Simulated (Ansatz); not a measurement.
# ZnS (Wurtzite-6H) (P6_3mc) in Ansatz: a series of runs

Aim: see how the results for ZnS (Wurtzite-6H) move with the level of theory and the settings. Levels: LDA, RPBE+D4, r2SCAN+D4. Tasks: relaxation of cell and atoms.

All numbers are computed with Ansatz 0.2.0; they aren't measurements. Logs are shortened: lines on timing, memory, paths and dates and some standing lists are left out, and cuts for length are marked.

## (1) The crystal as given

The structure is hexagonal, space group P6_3mc (No. 186). The conventional cell has a = 3.812 Å, b = 3.812 Å, c = 18.690 Å, α = 90.00°, β = 90.00°, γ = 120.00°. Around Zn (site symmetry 3m) lie 4 S at 2.33 to 2.34 Å. Zn (site symmetry 3m) is surrounded by 4 S at 2.33 to 2.34 Å. Zn (site symmetry 3m) is surrounded by 4 S at 2.33 to 2.34 Å. S (site symmetry 3m) is surrounded by 4 Zn at 2.33 to 2.34 Å. S (site symmetry 3m) is surrounded by 4 Zn at 2.33 to 2.34 Å. S (site symmetry 3m) has 4 Zn at 2.33 to 2.34 Å as nearest neighbours.

## (2) Relaxation of cell and atoms, LDA

The input, input.yaml:

```yaml
crystal:
  lattice:
    - [3.812, 0.0, 0.0]
    - [-1.906, 3.3012888392, 0.0]
    - [0.0, 0.0, 18.68999]
  atoms:
    - { symbol: Zn, position: [0.3333333333, 0.6666666667, 0.83333] }
    - { symbol: Zn, position: [0.6666666667, 0.3333333333, 0.33333] }
    - { symbol: Zn, position: [0.6666666667, 0.3333333333, 0.66667] }
    - { symbol: Zn, position: [0.3333333333, 0.6666666667, 0.16667] }
    - { symbol: Zn, position: [0.0, 0.0, 0.5] }
    - { symbol: Zn, position: [0.0, 0.0, 0.0] }
    - { symbol: S, position: [0.3333333333, 0.6666666667, 0.95833] }
    - { symbol: S, position: [0.6666666667, 0.3333333333, 0.45833] }
    - { symbol: S, position: [0.6666666667, 0.3333333333, 0.79167] }
    - { symbol: S, position: [0.3333333333, 0.6666666667, 0.29167] }
    - { symbol: S, position: [0.0, 0.0, 0.625] }
    - { symbol: S, position: [0.0, 0.0, 0.125] }
hamiltonian:
  xc: lda
  pseudopotentials: { kind: paw }
kpoints:
  mp_grid: { grid: [8, 8, 2] }
scf:
  occupations: { method: fermi_dirac, width: 0.05 }
output:
  forces: true
  stress: true
relax:
  f_tol: 0.01
  max_steps: 40
  cell: { stress_tol: 0.05 }
```

Potentials or basis: Ansatz PAW.

The run is started by

```
$ ansatz run input.yaml --threads 2 --pin off --max-ram 5120MiB --backend cpu --events-out ev --progress --plain --runs-dir out
```

The log of the run:

```text
Warning: RAYON_NUM_THREADS=2 ignored (pool sized by the plan → 2); use --threads N
Engine: ansatz 0.2.0, x86_64-unknown-linux-gnu
Pseudopotentials: kind: paw
Pseudopotential: Zn, paw, valence charge 12, recommended cutoff 420 eV (normal), Zn.paw.azcp
Pseudopotential: S, paw, valence charge 6, recommended cutoff 420 eV (normal), S.paw.azcp
Functional definition: SPW92
  exchange = slater_x
  correlation = pw_c
Crystal: 12 atoms, lattice volume = 235.204 Å³
Basis set: ecut = 420 eV, 4611 PW (Γ)
Bands: 66, of which v1, the nominal top of the filled ones, is band 54 counted from 1 (53 counted from 0)
Symmetry: 12 space group operations
Space group: P63mc (ITA 186), of the structure as read, at distance tolerance 6.2e-5 Å
k-points: 20 of 128
Non-local potential: Zn, projectors of the file, l = 0: 2, l = 1: 2, l = 2: 3, l = 3: 1
Non-local potential: S, projectors of the file, l = 0: 2, l = 1: 2, l = 2: 2
PAW form: soft (Blöchl's): semilocal exchange-correlation on the pseudo side does not see the compensation charge
PAW frozen core: Zn, regenerated for the run's functional, and the local potential with it (the file was generated under x = pbe(κ = 0.804, μ = 0.2195149727645171), c = pbe(β = 0.06672455060314922))
PAW frozen core: S, regenerated for the run's functional, and the local potential with it (the file was generated under x = pbe(κ = 0.804, μ = 0.2195149727645171), c = pbe(β = 0.06672455060314922))
PAW one-centre angular grid: Zn, 590 points (default); XC on 64 Gauss nodes
PAW one-centre angular grid: S, 110 points (default); XC on 64 Gauss nodes
Initial density: superposition of atomic densities (neutral atoms: chi_scale 0, normalization atom), corrected by the library's trained network
Initial wavefunctions: pseudopotential atomic-orbital guess
Functional: x = slater, c = lda
SCF iter   1: F=—  HF=-24704.494823 eV  |F-HF|=—  |Δ(HF+E_count)|=         —  Δρ=7.12e-3  dr2=1.16e-1  ethr=1.77e-3  ⟨swp⟩=10.4  Hψ=6018  notcnv=0  defer=3
preconditioner: auto → Resta (q_TF=auto, 2.396 Å⁻¹)  ε∞=6.7  [insulator: Δε(μ)=1.839 eV  Ē_g=10.568 eV  σ=0.050 eV  W_gap=1.00  n_scr=68 (ndim 8)  ℏωp=25.2 eV  f_vac=0.030  D(μ)=0.00/eV (n_scr^D=0)  ε∞_Penn≈6.7]
SCF iter   2: F=—  HF=-24704.467671 eV  |F-HF|=—  |Δ(HF+E_count)|=   2.72e-2  Δρ=3.30e-3  dr2=2.92e-2  ethr=1.07e-4  ⟨swp⟩=2.2  Hψ=2567  notcnv=0  defer=22
SCF iter   3: F=—  HF=-24704.461437 eV  |F-HF|=—  |Δ(HF+E_count)|=   6.23e-3  Δρ=2.10e-3  dr2=5.49e-3  ethr=2.71e-5  ⟨swp⟩=2.0  Hψ=2302  notcnv=0  defer=22
SCF iter   4: F=—  HF=-24704.458499 eV  |F-HF|=—  |Δ(HF+E_count)|=   2.94e-3  Δρ=4.72e-4  dr2=4.08e-4  ethr=5.09e-6  ⟨swp⟩=2.0  Hψ=2158  notcnv=0  defer=22
SCF iter   5: F=—  HF=-24704.458479 eV  |F-HF|=—  |Δ(HF+E_count)|=   1.99e-5  Δρ=9.51e-5  dr2=3.59e-5  ethr=3.78e-7  ⟨swp⟩=3.0  Hψ=2328  notcnv=0  defer=22
SCF iter   6: F=—  HF=-24704.458451 eV  |F-HF|=—  |Δ(HF+E_count)|=   2.80e-5  Δρ=4.01e-5  dr2=3.56e-6  ethr=3.32e-8  ⟨swp⟩=3.0  Hψ=2311  notcnv=0  defer=22
SCF iter   7: F=—  HF=-24704.458452 eV  |F-HF|=—  |Δ(HF+E_count)|=   1.01e-6  Δρ=8.13e-6  dr2=1.17e-7  ethr=3.30e-9  ⟨swp⟩=3.0  Hψ=2472  notcnv=0  defer=22
SCF iter   8: F=—  HF=-24704.458452 eV  |F-HF|=—  |Δ(HF+E_count)|=   6.62e-8  Δρ=9.59e-6  dr2=1.24e-7  ethr=9.26e-11  ⟨swp⟩=4.3  Hψ=4678  notcnv=0
SCF iter   9: F=-24704.458452 eV  HF=-24704.458452 eV  |F-HF|=1.24e-10  |Δ(HF+E_count)|=   7.37e-8  Δρ=6.90e-7  dr2=1.48e-9  ethr=9.26e-11  ⟨swp⟩=2.2  Hψ=4733  notcnv=0
SCF 1 converged in 9 iterations: F = -24704.458452 eV  dr2 = 1.48e-9
[... 50 lines left out ...]
basis re-selected at this cell: Δ(F+E_penalty+E_count) = +3.688e-3 eV, ΔP = -0.002 GPa vs the last step (what re-selecting the basis moved, of the pressure what is left beyond the Pulay correction that the steps carried, after the strain that the cell walked since its last selection, with what the two solves' SCF thresholds leave and, on support functions, any second-order correction that the steps lacked; it is no measure of the basis error at this ecutwfc). This SCF's stress stands 1.31e-3 GPa from its target on what of the cell is left free (relax.cell.stress_tol is 5.00e-2 GPa) and its largest allowed force component is 1.18e-3 eV/Å (relax.f_tol is 1.00e-2 eV/Å): within both
SCF converged after 6 iterations
Free energy (F): -24704.624080 eV
Harris-Foulkes:  -24704.624080 eV  (|F-HF|=4.37e-11)
Internal energy: -24704.624080 eV  (E = F + TS)
E sigma→0 (E₀):  -24704.624080 eV
Fermi energy:    7.431441 eV
--- Per-component energies (eV) ---
  E_band       = 53.046717
  E_kinetic    = 1441.608233
  E_local      = -12044.662672  (includes V_loc(G=0)·N_el)
  E_nonlocal   = 3875.667293
  E_hartree    = 5025.679599
  E_xc         = -1395.625999
  E_vxc        = -853.934047  (∫ρ·V_xc dr)
  E_paw        = -13948.229071  (= ΣΔE_a)
  E_vpaw       = -2416.989445  (= ΣTr[D̂ρ^β])
  E_aug_tail   = -0.002208  (compensation charges beyond the density's cutoff)
  E_ewald      = -7669.321288
  E_core_change = 10.262033  (= ΣΔE_core)
  E_smearing   = -0.000000  (= −TS)
  E_closure    = -0.000000  (closes the sum)
  Σ components = -24704.624080   (vs F -24704.624080, Δ=0.00e0)
--- Forces (eV/Å), atoms counted from 1 ---
  atom   1  Zn     0.00000000    -0.00000000    -0.00045884
  atom   2  Zn     0.00000000     0.00000000    -0.00045884
  atom   3  Zn     0.00000000    -0.00000000    -0.00110542
  atom   4  Zn    -0.00000000     0.00000000    -0.00110542
  atom   5  Zn    -0.00000000     0.00000000    -0.00045347
  atom   6  Zn     0.00000000    -0.00000000    -0.00045347
  atom   7  S     -0.00000000     0.00000000    -0.00023423
  atom   8  S      0.00000000    -0.00000000    -0.00023423
  atom   9  S     -0.00000000     0.00000000     0.00117516
  atom  10  S      0.00000000    -0.00000000     0.00117516
  atom  11  S      0.00000000     0.00000000     0.00107675
  atom  12  S      0.00000000    -0.00000000     0.00107675
  max |Σ_I F_I| component: 9.54e-8 eV/Å
--- Stress (GPa, compression-positive) ---
        0.000037       0.000000       0.000000
        0.000000       0.000037       0.000000
        0.000000       0.000000       0.001307
  P = ⅓ Tr σ = 0.0005 GPa (0.005 kbar)
--- Relaxed structure (4 steps of the walk, 4 accepted, 1 SCFs on fresh bases) ---
  F+E_penalty+E_count = -24704.62408036 eV   max|allowed force component| = 1.175e-3 eV/Å   (the final SCF, on the basis selected at the relaxed cell)
  cell:  # Å, volume = 222.9226 Å³
    - [3.742832840623498, -8.880518288656616e-33, 1.4272261535340993e-33]
    - [-1.871416420311749, 3.241388322098622, -6.4494562643893415e-34]
    - [6.22008686892782e-33, -3.11004343446391e-33, 18.374798565710844]
  atoms:
    - { symbol: Zn, position: [0.33333333333333326, 0.6666666666666665, 0.83330042819937] }
    - { symbol: Zn, position: [0.6666666666666666, 0.33333333333333326, 0.33330042819936995] }
    - { symbol: Zn, position: [0.6666666666666666, 0.33333333333333326, 0.6668810679332213] }
    - { symbol: Zn, position: [0.33333333333333326, 0.6666666666666665, 0.1668810679332213] }
    - { symbol: Zn, position: [2.299213965508763e-34, -3.1764728879953563e-34, 0.5000261413271607] }
    - { symbol: Zn, position: [-1.3431282721675844e-34, 1.1095246351460226e-33, 2.6141327160764506e-5] }
    - { symbol: S, position: [0.33333333333333326, 0.6666666666666665, 0.9580886880341423] }
    - { symbol: S, position: [0.6666666666666666, 0.33333333333333326, 0.4580886880341425] }
    - { symbol: S, position: [0.6666666666666666, 0.33333333333333326, 0.7916168628444656] }
    - { symbol: S, position: [0.33333333333333326, 0.6666666666666665, 0.2916168628444657] }
    - { symbol: S, position: [1.5910581619674903e-33, -1.3677444080577536e-33, 0.6250868116616399] }
    - { symbol: S, position: [-1.2353773502324192e-33, 1.0630359605955284e-33, 0.1250868116616399] }
```

It took 85 s on 2 threads of AMD EPYC 7R43 (Zen 3), shared host; peak memory 0.71 GiB.

Results:

```
Free energy                            : -24704.6241 eV
Relaxed volume                         : 18.58 Å³/atom
Relaxed cell                           : a = 3.743 Å, b = 3.743 Å, c = 18.375 Å, α = 90.00°, β = 90.00°, γ = 120.00°
Space group after relaxing (to 0.05 Å) : P6_3mc (No. 186)
Energy gained by relaxing              : 13.8 meV/atom
Ionic steps                            : 5
Pressure after relaxing                : 0.0 GPa
Band gap on the k mesh                 : 2.15 eV
```

Step by step:
```csv
step,energy change (eV),largest force (eV/Å),volume (Å³)
1,0.0000,0.0276,235.20
2,-0.1432,0.0107,227.53
3,-0.1692,0.0039,222.48
4,-0.1693,0.0012,222.92
5,-0.1656,0.0012,222.92
```

Final structure:
```
Zn S
1.0
     3.74283    0.00000    0.00000
    -1.87142    3.24139    0.00000
     0.00000    0.00000   18.37480
Zn S
6 6
Cartesian
  0.0000 2.1609 15.3117
  1.8714 1.0805 6.1243
  1.8714 1.0805 12.2538
  0.0000 2.1609 3.0664
  0.0000 0.0000 9.1879
  0.0000 0.0000 0.0005
  0.0000 2.1609 17.6047
  1.8714 1.0805 8.4173
  1.8714 1.0805 14.5458
  0.0000 2.1609 5.3584
  0.0000 0.0000 11.4858
  0.0000 0.0000 2.2984
```

Caveat: the plane-wave basis is chosen anew once the cell has moved, so the energies of steps on either side of that aren't comparable; the PAW data sets come from PBE, with cores solved anew for the run's functional, which leaves a small shift of forces and pressure. A k mesh can miss the band edges.

## (3) Relaxation of cell and atoms, RPBE+D4

input.yaml: that of step 2 with these lines changed.

```diff
@@ -19,4 +19,5 @@
 hamiltonian:
-  xc: lda
+  xc: rpbe
   pseudopotentials: { kind: paw }
+  dispersion: d4
 kpoints:
```

Potentials or basis: Ansatz PAW.

The run is started by

```
$ ansatz run input.yaml --threads 2 --pin off --max-ram 5120MiB --backend cpu --events-out ev --progress --plain --runs-dir out
```

Wall time 73 s (2 threads of AMD EPYC 7R43 (Zen 3), shared host); peak memory 0.73 GiB.

Results (log left out):

- Free energy: -25396.8090 eV
- Relaxed volume: 19.27 Å³/atom
- Relaxed cell: a = 3.789 Å, b = 3.789 Å, c = 18.594 Å, α = 90.00°, β = 90.00°, γ = 120.00°
- Space group after relaxing (to 0.05 Å): P6_3mc (No. 186)
- Energy gained by relaxing: 1.3 meV/atom
- Ionic steps: 4
- Pressure after relaxing: 0.0 GPa
- Band gap on the k mesh: 2.41 eV

The path:
| step | energy change (eV) | largest force (eV/Å) | volume (Å³) |
| --- | --- | --- | --- |
| 1 | 0.0000 | 0.0290 | 235.20 |
| 2 | -0.0137 | 0.0108 | 232.93 |
| 3 | -0.0173 | 0.0018 | 231.25 |
| 4 | -0.0152 | 0.0018 | 231.25 |

Final structure:
```
Zn S
1.0
     3.78949    0.00000    0.00000
    -1.89475    3.28180    0.00000
     0.00000    0.00000   18.59430
Zn S
6 6
Direct
  0.33333 0.66667 0.83327
  0.66667 0.33333 0.33327
  0.66667 0.33333 0.66682
  0.33333 0.66667 0.16682
  0.00000 0.00000 0.50005
  0.00000 0.00000 0.00005
  0.33333 0.66667 0.95812
  0.66667 0.33333 0.45812
  0.66667 0.33333 0.79164
  0.33333 0.66667 0.29164
  0.00000 0.00000 0.62511
  0.00000 0.00000 0.12511
```

Caveat: the plane-wave basis is chosen anew once the cell has moved, so the energies of steps on either side of that aren't comparable; the PAW data sets come from PBE, with cores solved anew for the run's functional, which leaves a small shift of forces and pressure. A k mesh can miss the band edges.

## (4) Relaxation of cell and atoms, r2SCAN+D4

input.yaml: that of step 3 with these lines changed.

```diff
@@ -19,3 +19,3 @@
 hamiltonian:
-  xc: rpbe
+  xc: r2scan
   pseudopotentials: { kind: paw }
```

The run is started by

```
$ ansatz run input.yaml --threads 2 --pin off --max-ram 5120MiB --backend cpu --events-out ev --progress --plain --runs-dir out
```

Run time: 2.2 min. Hardware: 2 threads of AMD EPYC 7R43 (Zen 3), shared host; peak memory 1.2 GiB.

Results (log left out):

* Free energy: -25402.0931 eV
* Relaxed volume: 19.35 Å³/atom
* Relaxed cell: a = 3.795 Å, b = 3.795 Å, c = 18.621 Å, α = 90.00°, β = 90.00°, γ = 120.00°
* Space group after relaxing (to 0.05 Å): P6_3mc (No. 186)
* Energy gained by relaxing: 0.8 meV/atom
* Ionic steps: 4
* Pressure after relaxing: 0.0 GPa
* Band gap on the k mesh: 2.78 eV

The path:
| step | energy change (eV) | largest force (eV/Å) | volume (Å³) |
| --- | --- | --- | --- |
| 1 | 0.0000 | 0.0305 | 235.20 |
| 2 | -0.0088 | 0.0086 | 233.31 |
| 3 | -0.0104 | 0.0015 | 232.19 |
| 4 | -0.0097 | 0.0015 | 232.19 |

Final structure:
```cif
data_structure
_symmetry_space_group_name_H-M 'P 1'
_symmetry_Int_Tables_number 1
_cell_length_a 3.7946
_cell_length_b 3.7946
_cell_length_c 18.6206
_cell_angle_alpha 90.000
_cell_angle_beta 90.000
_cell_angle_gamma 120.000
_cell_volume 232.19
loop_
_atom_site_label
_atom_site_type_symbol
_atom_site_fract_x
_atom_site_fract_y
_atom_site_fract_z
_atom_site_occupancy
Zn1 Zn 0.33333 0.66667 0.83328 1
Zn2 Zn 0.66667 0.33333 0.33328 1
Zn3 Zn 0.66667 0.33333 0.66682 1
Zn4 Zn 0.33333 0.66667 0.16682 1
Zn5 Zn 0.00000 0.00000 0.50004 1
Zn6 Zn 0.00000 0.00000 0.00004 1
S1 S 0.33333 0.66667 0.95813 1
S2 S 0.66667 0.33333 0.45813 1
S3 S 0.66667 0.33333 0.79164 1
S4 S 0.33333 0.66667 0.29164 1
S5 S 0.00000 0.00000 0.62510 1
S6 S 0.00000 0.00000 0.12510 1
```

Caveat: the plane-wave basis is chosen anew once the cell has moved, so the energies of steps on either side of that aren't comparable; the PAW data sets come from PBE, with cores solved anew for the run's functional, which leaves a small shift of forces and pressure.

## (5) The runs side by side

```csv
level,cutoff (eV),gap on the mesh (eV),pressure (GPa),relaxed volume (Å³/atom)
LDA,420,2.15,0.0,18.58
RPBE+D4,420,2.41,0.0,19.27
r2SCAN+D4,500,2.78,0.0,19.35
```

Alike in all rows: task relaxation of cell and atoms; potentials or basis Ansatz PAW; no spin polarisation; cell relaxed; k mesh 8 × 8 × 2; smearing fermi-dirac 0.05 eV.

Caveats: the plane-wave basis is chosen anew once the cell has moved, so the energies of steps on either side of that aren't comparable; the PAW data sets come from PBE, with cores solved anew for the run's functional, which leaves a small shift of forces and pressure.

Absolute energies hang on the potentials; compare differences alone.
